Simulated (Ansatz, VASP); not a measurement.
## Two plane-wave programs on Ru

```
CELL_PARAMETERS angstrom
2.42093 0.00000 0.00000
0.00000 2.42093 0.00000
0.00000 0.00000 2.42093
ATOMIC_POSITIONS crystal
Ru 0.00000 0.00000 0.00000
```

Alike in both runs: task single point; functional r2SCAN; k mesh 8 × 8 × 8; occupations gaussian, width 0.1 eV; no spin polarisation.

|  | VASP | Ansatz |
| --- | --- | --- |
| version | VASP 6.6.1 | Ansatz 0.2.0 |
| potentials or method | VASP PAW PBE potentials, release 64 (Ru_pv) | scalar-relativistic, plane waves, PAW |
| plane-wave cutoff (eV) | 520 | 500 |
| valence electrons in the cell | 14 | 16 |

Ansatz gave:

* gap on the k mesh at the Fermi level (eV): none
* pressure (GPa): 25.1

**Question.** What did VASP give for the same quantities?

**Answer.** gap on the k mesh at the Fermi level (eV): none; pressure (GPa): 27.0.

A gap of «none» marks a metal or a gap that the smearing closes. The two sets of potentials don't hold the same shells in valence.

Caveats: so large a pressure means that the cell lies far from this level's equilibrium, or that cutoff or potentials fall short (VASP); the potentials were made for another functional, which shifts forces and pressure (VASP).
